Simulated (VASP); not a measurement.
Runs of VASP 6.6.1 on Zr. It takes space group P6_3/mmc (No. 194, hexagonal). Conventional cell: a = 3.232 Å, b = 3.232 Å, c = 5.147 Å, α = 90.00°, β = 90.00°, γ = 120.00°. Zr (site symmetry -6m2) is surrounded by 12 Zr at 3.18 to 3.23 Å. 

```tsv
task	level	cell	cutoff (eV)	smearing	ladder	gap on the mesh (eV)	pressure (GPa)
relaxation of cell and atoms	AM05	relaxed	600	methfessel-paxton 0.1 eV	-	none	0.0
single point	PBE	as given	520	fermi-dirac 0.05 eV	-	none	(a)
single point	PBEsol	as given	520	fermi-dirac 0.05 eV	free	none	-3.2
single point	PBE	as given	520	gaussian 0.02 eV	-	none	0.6
```

Alike in all rows: potentials or basis VASP PAW PBE potentials, release 64 (Zr_sv); no spin polarisation; k mesh 9 × 9 × 5.

Question: Fill in the values left out.

Answer: (a) 0.5.

Caveats: the PAW data sets were made with another functional, which shifts forces and pressure a little (some runs).

A k mesh can miss the band edges, and the runs leave out spin-orbit coupling on Zr.

A gap of «none» marks a metal or a gap under the smearing width.

Not every run made on this cell is shown here.
